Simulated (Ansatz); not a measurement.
# SnTe: response to strain

SnTe is deformed so: equal xy, yz and zx engineering shear strains of -3 %. What stress and forces result, by LAPW, PAW and all-electron datasets made for the crystal?

Method: DFT PBE, scalar-relativistic, in Ansatz 0.2.0.

### 1 The structure to begin with

The structure is cubic, space group Fm-3m (No. 225). Conventional cell: a = 6.313 Å, b = 6.313 Å, c = 6.313 Å, α = 90.00°, β = 90.00°, γ = 90.00°. Sn (site symmetry m-3m) is surrounded by 6 Te at 3.16 Å. Te (site symmetry m-3m) has 6 Sn at 3.16 Å as nearest neighbours.

Coordinates:

```cif
data_structure
_symmetry_space_group_name_H-M 'Fm-3m'
_symmetry_Int_Tables_number 225
_cell_length_a 6.3130
_cell_length_b 6.3130
_cell_length_c 6.3130
_cell_angle_alpha 90.000
_cell_angle_beta 90.000
_cell_angle_gamma 90.000
_cell_volume 251.60
loop_
_atom_site_label
_atom_site_type_symbol
_atom_site_symmetry_multiplicity
_atom_site_Wyckoff_symbol
_atom_site_fract_x
_atom_site_fract_y
_atom_site_fract_z
_atom_site_occupancy
Sn1 Sn 4 a 0.00000 0.00000 0.00000 1
Te1 Te 4 b 0.50000 0.00000 0.00000 1
```

The file gives the conventional cell by its symmetry; the runs use the cell typed in the input.

Atoms are numbered in the order of the input: Sn1, Te2.

### 2 After the deformation

Space group Fm-3m before, R-3m after.

### 3 LAPW, all electrons

File input.yaml:

```yaml
crystal:
  lattice:
    - [-0.094695, 3.1091525, 3.1091525]
    - [3.1091525, -0.094695, 3.1091525]
    - [3.1091525, 3.1091525, -0.094695]
  atoms:
    - { symbol: Sn, position: [0.0, 0.0, 0.0] }
    - { symbol: Te, position: [0.5, 0.5, 0.5] }
kpoints:
  mp_grid: { grid: [11, 11, 11] }
  band_path:
    path:
      - [0.0, 0.0, 0.0]
      - [0.5, 0.5, 0.5]
      - [0.2579113083, 0.5, 0.7420886917]
      - [-0.2579113083, 0.2579113083, 0.5]
      - [0.0, 0.0, 0.5]
      - [0.0, 0.0, 0.0]
      - [-0.3789556542, 0.0, 0.3789556542]
      - [0.0, 0.3789556542, 0.6210443458]
      - [0.0, 0.5, 0.5]
    npoints: 5
scf:
  occupations: { method: fermi_dirac, width: 0.08 }
hamiltonian:
  xc: pbe
  pseudopotentials: { kind: all_electron, lapw: { basis_error: 0.00025 } }
output:
  forces: true
  stress: true
  eigenvalues: true
```

Command:

```
$ ansatz run input.yaml --threads 1 --pin off --max-ram 3072MiB --backend cpu --events-out ev --progress --plain --runs-dir out
```

The program printed, cut to the lines that bear on the results:

```text
LAPW: plane waves up to 7.529 Å⁻¹, error target 2.5e-4 eV per atom; small_component_spin mean_spin; Sn in spheres of 1.592 Å, 22 of its electrons in bands, Dirac shells []; Te in spheres of 1.565 Å, 24 of its electrons in bands, Dirac shells []
[...]
Pseudopotentials: kind: all_electron
Pseudopotential: Sn, LAPW, valence charge 22, Koelling and Harmon's equation, gaussian nucleus
Pseudopotential: Te, LAPW, valence charge 24, Koelling and Harmon's equation, gaussian nucleus
Functional definition: PBE
[...]
Crystal: 2 atoms, lattice volume = 62.857 Å³
Basis set: ecut = 215.99485787776956 eV, 447 PW (Γ), exchange–correlation at level 2
Bands: 28, of which v1, the nominal top of the filled ones, is band 23 counted from 1 (22 counted from 0)
Symmetry: 12 space group operations
Space group: R-3m (ITA 166), of the structure as read, at distance tolerance 4.0e-5 Å
k-points: 146 of 1331
[...]
SCF iter   1: F=—  HF=-352974.403303 eV  |F-HF|=—  |Δ(HF+E_count)|=         —  Δρ=1.26e-2  dr2=2.17e-1  ethr=4.71e-4  ⟨swp⟩=2.7  Hψ=26240  notcnv=0
[...]
SCF iter  10: F=-352974.352818 eV  HF=-352974.352818 eV  |F-HF|=3.78e-9  |Δ(HF+E_count)|=   8.21e-9  Δρ=3.18e-6  dr2=7.96e-9  ethr=2.97e-10  ⟨swp⟩=2.7  Hψ=12330  notcnv=0
[...]
NSCF: frozen V_eff on 41 k-points
SCF converged after 10 iterations
Free energy (F): -352974.352818 eV
[...]
E sigma→0 (E₀):  -352974.351497 eV
Entropy (-TS):   -0.002641 eV (-1.321 meV/atom)
Fermi energy:    11.947469 eV
[...]
--- Forces (eV/Å), atoms counted from 1 ---
  atom   1  Sn     0.00000000    -0.00000000     0.00000000
  atom   2  Te    -0.00000000     0.00000000     0.00000000
[...]
--- Stress (GPa, compression-positive) ---
        2.030506       0.442653       0.442653
        0.442653       2.030506       0.442653
        0.442653       0.442653       2.030506
  P = ⅓ Tr σ = 2.0305 GPa (20.305 kbar)
--- Band table (eV; the first three rows and the last of 146) ---
[...]
```

Run time: 62 s. Hardware: 1 thread of Arm Neoverse V1, shared host; peak memory 0.75 GiB.

In short: pressure 2.03 GPa; no gap.

### 4 PAW on the default files

File input.yaml:

```yaml
crystal:
  lattice:
    - [-0.094695, 3.1091525, 3.1091525]
    - [3.1091525, -0.094695, 3.1091525]
    - [3.1091525, 3.1091525, -0.094695]
  atoms:
    - { symbol: Sn, position: [0.0, 0.0, 0.0] }
    - { symbol: Te, position: [0.5, 0.5, 0.5] }
kpoints:
  mp_grid: { grid: [11, 11, 11] }
scf:
  occupations: { method: fermi_dirac, width: 0.08 }
hamiltonian:
  xc: pbe
  pseudopotentials: { kind: paw }
output:
  forces: true
  stress: true
  eigenvalues: true
  efg: { contact_densities: true }
  write_density: true
  write_potential: true
  elf: true
  volumetric_format: npy
```

Command:

```
$ ansatz run input.yaml --threads 1 --pin off --max-ram 3072MiB --backend cpu --events-out ev --progress --plain --runs-dir out
```

The program printed:

```text
Sn, Te: output.efg is read without spin–orbit coupling, which moves field gradients at and beside such atoms by some per cent and up to a factor of two; PAW files take it under magnetization.noncollinear and magnetization.spin_orbit
Engine: ansatz 0.2.0
Pseudopotentials: kind: paw
Pseudopotential: Sn, paw, valence charge 14, recommended cutoff 420 eV (normal)
Pseudopotential: Te, paw, valence charge 16, recommended cutoff 420 eV (normal)
[... 1 set-up line as earlier in the session ...]
  parameter kappa = 0.804
  parameter beta = 0.06672455060314922
  exchange = pbe_x(kappa = kappa, mu = beta*pi^2/3)
  correlation = pbe_c(beta = beta)
Crystal: 2 atoms, lattice volume = 62.857 Å³
Basis set: ecut = 420 eV, 1235 PW (Γ), exchange–correlation on 60×60×60 points (8 copies of the dense FFT grid, shifted against one another)
Bands: 19, of which v1, the nominal top of the filled ones, is band 15 counted from 1 (14 counted from 0)
[... 2 set-up lines as earlier in the session ...]
k-points: 146 of 1331
Non-local potential: Sn, projectors of the file, l = 0: 2, l = 1: 2, l = 2: 2, l = 3: 2
Non-local potential: Te, projectors of the file, l = 0: 2, l = 1: 2, l = 2: 2, l = 3: 2
PAW form: soft (Blöchl's): semilocal exchange-correlation on the pseudo side does not see the compensation charge
PAW one-centre angular grid: Sn, 590 points (default); XC on 64 Gauss nodes
PAW one-centre angular grid: Te, 590 points (default); XC on 64 Gauss nodes
Initial density: superposition of atomic densities (neutral atoms: chi_scale 0, normalization atom), corrected by the library's trained network
Initial wavefunctions: pseudopotential atomic-orbital guess
Functional: x = pbe(κ = 0.804, μ = 0.2195149727645171), c = pbe(β = 0.06672455060314922)
SCF iter   1: F=—  HF=-13004.722627 eV  |F-HF|=—  |Δ(HF+E_count)|=         —  Δρ=6.43e-4  dr2=2.48e-4  ethr=1.77e-3  ⟨swp⟩=6.0  Hψ=14253  notcnv=0
preconditioner: auto → Kerker (q_TF=auto, 2.412 Å⁻¹)  [metal: Δε(μ)=0.112 eV  Ē_g=8.638 eV  σ=0.080 eV  W_gap=0.33  n_scr=14 (ndim 8)  ℏωp=14.8 eV  f_vac=0.008  D(μ)=0.10/eV (n_scr^D=0)]
SCF iter   2: F=—  HF=-13004.721058 eV  |F-HF|=—  |Δ(HF+E_count)|=   1.57e-3  Δρ=4.51e-4  dr2=1.01e-4  ethr=8.26e-7  ⟨swp⟩=3.2  Hψ=6797  notcnv=0
SCF iter   3: F=—  HF=-13004.721089 eV  |F-HF|=—  |Δ(HF+E_count)|=   3.07e-5  Δρ=2.28e-4  dr2=3.17e-5  ethr=3.36e-7  ⟨swp⟩=2.7  Hψ=4306  notcnv=0
SCF iter   4: F=—  HF=-13004.721106 eV  |F-HF|=—  |Δ(HF+E_count)|=   1.69e-5  Δρ=8.42e-5  dr2=4.90e-6  ethr=1.06e-7  ⟨swp⟩=2.8  Hψ=4765  notcnv=0
SCF iter   5: F=—  HF=-13004.721109 eV  |F-HF|=—  |Δ(HF+E_count)|=   3.02e-6  Δρ=3.06e-5  dr2=4.86e-7  ethr=1.63e-8  ⟨swp⟩=2.0  Hψ=3496  notcnv=0
SCF iter   6: F=-13004.721109 eV  HF=-13004.721109 eV  |F-HF|=1.00e-7  |Δ(HF+E_count)|=   1.07e-7  Δρ=1.23e-5  dr2=9.23e-8  ethr=3.33e-10  ⟨swp⟩=8.1  Hψ=20020  notcnv=0
SCF 1 converged in 6 iterations: F = -13004.721109 eV  dr2 = 9.23e-8
SCF converged after 6 iterations
Free energy (F): -13004.721109 eV
Harris-Foulkes:  -13004.721109 eV  (|F-HF|=1.00e-7)
Internal energy: -13004.718472 eV  (E = F + TS)
E sigma→0 (E₀):  -13004.719791 eV
Entropy (-TS):   -0.002637 eV (-1.318 meV/atom)
Fermi energy:    9.596723 eV
--- Per-component energies (eV) ---
  E_band       = -355.212653
  E_kinetic    = 366.076917
  E_local      = -2159.113645  (includes V_loc(G=0)·N_el)
  E_nonlocal   = -343.016971
  E_hartree    = 1356.037238
  E_xc         = -507.742631
  E_vxc        = -200.971342  (∫ρ·V_xc dr)
  E_paw        = -8795.585688  (= ΣΔE_a)
  E_vpaw       = -730.243662  (= ΣTr[D̂ρ^β])
  E_aug_tail   = -0.000172  (compensation charges beyond the density's cutoff)
  E_ewald      = -2921.373519
  E_smearing   = -0.002637  (= −TS)
  E_closure    = -0.000000  (closes the sum)
  Σ components = -13004.721109   (vs F -13004.721109, Δ=0.00e0)
--- Forces (eV/Å), atoms counted from 1 ---
  atom   1  Sn    -0.00000000    -0.00000000    -0.00000000
  atom   2  Te     0.00000000     0.00000000    -0.00000000
  max |Σ_I F_I| component: 6.57e-30 eV/Å
--- Stress (GPa, compression-positive) ---
        2.028138       0.442937       0.442937
        0.442937       2.028138       0.442937
        0.442937       0.442937       2.028138
  P = ⅓ Tr σ = 2.0281 GPa (20.281 kbar)
--- PAW observables at the nuclei: V_zz in 10²¹ V/m², potentials from the cell's mean, atoms counted from 1 ---
  atom   1  Sn V_zz =    -0.201662   η = 0.0000   by run symmetry: allowed
            electrostatic potential = -8172.340153 V   contact ρ = 1236473.788884 e/Å³
  atom   2  Te V_zz =    -3.649765   η = 0.0000   by run symmetry: allowed
            electrostatic potential = -8648.563750 V   contact ρ = 1468741.211156 e/Å³
--- Band table (eV; the first three rows and the last of 146) ---
  k-point 0: bands = ["-27.4409", "-27.4409", "-27.4325", "-27.4325", "-27.4272", "-12.2902", "-12.2902", "-12.2856", "-12.2849", "-12.2849", "-3.1505", "4.9005", "7.3549", "7.3549", "7.7597", "12.8748", "13.0171", "13.0171", "14.2172"]
  k-point 1: bands = ["-27.4409", "-27.4409", "-27.4325", "-27.4325", "-27.4271", "-12.2907", "-12.2903", "-12.2853", "-12.2848", "-12.2844", "-3.0823", "4.4820", "7.3742", "7.6268", "7.8070", "12.4952", "12.6124", "12.6637", "14.2682"]
  k-point 2: bands = ["-27.4409", "-27.4407", "-27.4325", "-27.4323", "-27.4270", "-12.2922", "-12.2910", "-12.2848", "-12.2839", "-12.2831", "-2.8839", "3.6139", "7.4351", "7.7457", "8.2765", "11.7429", "11.8194", "11.9648", "14.4275"]
  k-point 145: bands = ["-27.4411", "-27.4410", "-27.4314", "-27.4314", "-27.4269", "-12.2961", "-12.2951", "-12.2847", "-12.2779", "-12.2776", "-1.7774", "1.5182", "6.9568", "7.4881", "8.6389", "9.9136", "10.0682", "11.0799", "16.9920"]
```

Wall time 14 s (1 thread of Arm Neoverse V1, shared host); peak memory 0.48 GiB.

Read from it: pressure 2.03 GPa; Vzz Sn1 -0.20 (η = 0.00), Te2 -3.65 (η = 0.00) (10²¹ V/m²).

The fields are shown in the conventional cell of this run's space group, carried over from its grid by interpolation.

Density in a lattice plane of the grid's cell (edges 4.53 and 10.61 Å, at 0.000 of the third edge), which holds Sn and Te.

Values in e/Å³, 12 rows by 6 columns:
```
 0.93  0.31  0.13  0.13  0.13  0.31
 0.05  0.07  0.16  0.27  0.16  0.07
 0.02  0.04  0.13  0.22  0.13  0.04
 0.07  0.07  0.11  0.18  0.11  0.07
 0.96  0.40  0.13  0.09  0.13  0.40
17.55  1.88  0.16  0.05  0.16  1.88
 0.96  0.40  0.13  0.09  0.13  0.40
 0.07  0.07  0.11  0.18  0.11  0.07
 0.02  0.04  0.13  0.22  0.13  0.04
 0.05  0.07  0.16  0.27  0.16  0.07
 0.93  0.31  0.13  0.13  0.13  0.31
16.50  1.76  0.12  0.06  0.12  1.76
```
Columns run along the first of these edges and rows up along the second, over one cell in 6 and 12 even steps from the bottom left corner. Atoms in the plane (fractional): Sn at (0.00, 0.00), Te at (1.00, 0.50).

ELF in the same plane.

Values, 12 rows by 6 columns:
```
0.34 0.33 0.32 0.47 0.32 0.33
0.12 0.15 0.53 0.64 0.53 0.15
0.02 0.06 0.32 0.47 0.32 0.06
0.32 0.16 0.23 0.31 0.23 0.16
0.48 0.61 0.32 0.20 0.32 0.61
0.40 0.39 0.52 0.07 0.52 0.39
0.48 0.61 0.32 0.20 0.32 0.61
0.32 0.16 0.23 0.31 0.23 0.16
0.02 0.06 0.32 0.47 0.32 0.06
0.12 0.15 0.53 0.64 0.53 0.15
0.34 0.33 0.32 0.47 0.32 0.33
0.00 0.29 0.24 0.07 0.24 0.29
```
Columns run along the first of these edges and rows up along the second, over one cell in 6 and 12 even steps from the bottom left corner. Atoms in the plane (fractional): Sn at (0.00, 0.00), Te at (1.00, 0.50).

Both are smooth fields of the valence electrons: close to the nuclei they are not physical.

Outside the cores ELF peaks at 0.65 beside Te, off the lines to its neighbours, 1.4 Å from Te; 0.65 on the Te–Sn line, 1.3 Å from Te.

### 5 All-electron PAW on datasets made for the crystal

input.yaml: that of step 4 with these lines changed.

```diff
@@ -14,3 +14,3 @@
   xc: pbe
-  pseudopotentials: { kind: paw }
+  pseudopotentials: { kind: all_electron, datasets: crystal }
 output:
@@ -20,5 +20 @@
   efg: { contact_densities: true }
-  write_density: true
-  write_potential: true
-  elf: true
-  volumetric_format: npy
```

Command:

```
$ ansatz run input.yaml --threads 1 --pin off --max-ram 3072MiB --backend cpu --events-out ev --progress --plain --runs-dir out
```

The program printed, cut to the lines that bear on the results:

```text
[...]
Sn, Te: output.efg is read without spin–orbit coupling, which moves field gradients at and beside such atoms by some per cent and up to a factor of two; PAW files take it under magnetization.noncollinear and magnetization.spin_orbit
[...]
[... 1 set-up line as earlier in the session ...]
Pseudopotential: Sn, paw, valence charge 14, recommended cutoff 240 eV (normal), Koelling and Harmon's equation, gaussian nucleus
Pseudopotential: Te, paw, valence charge 16, recommended cutoff 240 eV (normal), Koelling and Harmon's equation, gaussian nucleus
[... 1 set-up line as earlier in the session ...]
[...]
Crystal: 2 atoms, lattice volume = 62.857 Å³
Basis set: ecut = 240 eV, 531 PW (Γ), exchange–correlation on 48×48×48 points (8 copies of the dense FFT grid, shifted against one another)
Bands: 14, of which v1, the nominal top of the filled ones, is band 10 counted from 1 (9 counted from 0)
[...]
        0.442605       0.442605       2.030229
  P = ⅓ Tr σ = 2.0302 GPa (20.302 kbar)
  It holds what live shells' own plane waves past their cutoff add
--- PAW observables at the nuclei: V_zz in 10²¹ V/m², potentials from the cell's mean, atoms counted from 1 ---
  atom   1  Sn V_zz =    -0.180236   η = 0.0000   by run symmetry: allowed
            electrostatic potential = -8172.294147 V   contact ρ = 1236385.872085 e/Å³
  atom   2  Te V_zz =    -3.623068   η = 0.0000   by run symmetry: allowed
            electrostatic potential = -8648.543492 V   contact ρ = 1468582.462389 e/Å³
--- Band table (eV; the first three rows and the last of 146) ---
  k-point 0: bands = ["-9.9421", "-9.9421", "-9.9374", "-9.9368", "-9.9368", "-0.7995", "7.2520", "9.7058", "9.7058", "10.1102", "15.2257", "15.3680", "15.3680", "16.5669"]
[...]
  guard bands above this table: 0 of the run's 14 bands, where the rule asks 2: the bands that hold charge and the lowest empty level above them stay in the table. A level can be missing at the table's top as with no guard band: raise scf.n_extra_bands
```

Run time: 18 s. Hardware: 1 thread of Arm Neoverse V1, shared host; peak memory 0.65 GiB.

This run gives: pressure 2.03 GPa; Vzz Sn1 -0.18 (η = 0.00), Te2 -3.62 (η = 0.00) (10²¹ V/m²).

### 6 Side by side

Stress (GPa, compression positive):

```
          method    xx    yy    zz    yz    xz    xy
            LAPW  2.03  2.03  2.03  0.44  0.44  0.44
             PAW  2.03  2.03  2.03  0.44  0.44  0.44
crystal datasets  2.03  2.03  2.03  0.44  0.44  0.44
```

| method | pressure (GPa) | Vzz Sn1 (10²¹ V/m²) | Vzz Te2 (10²¹ V/m²) | SCF cycles, all passes |
| --- | --- | --- | --- | --- |
| LAPW | 2.03 | – | – | 10 |
| PAW | 2.03 | -0.20 | -3.65 | 6 |
| crystal datasets | 2.03 | -0.18 | -3.62 | 9 |

### 7 Summary of results

| quantity | value |
| --- | --- |
| pressure | LAPW 2.03, PAW 2.03, crystal datasets 2.03 GPa |
| largest shear or deviatoric stress (LAPW) | 0.44 GPa |

What this shows: The largest part of the stress beyond the pressure is 0.44 GPa in size; the atoms are carried along and not relaxed. No run of the undeformed cell stands beside it, so the pressure holds what the given cell had before the change. PAW: stress within 0.01 GPa of LAPW. Crystal datasets: stress within 0.01 GPa of LAPW. Spin-orbit coupling is left out, though the cell holds Te; in elements this heavy it can shift bands and gaps by tenths of an eV.
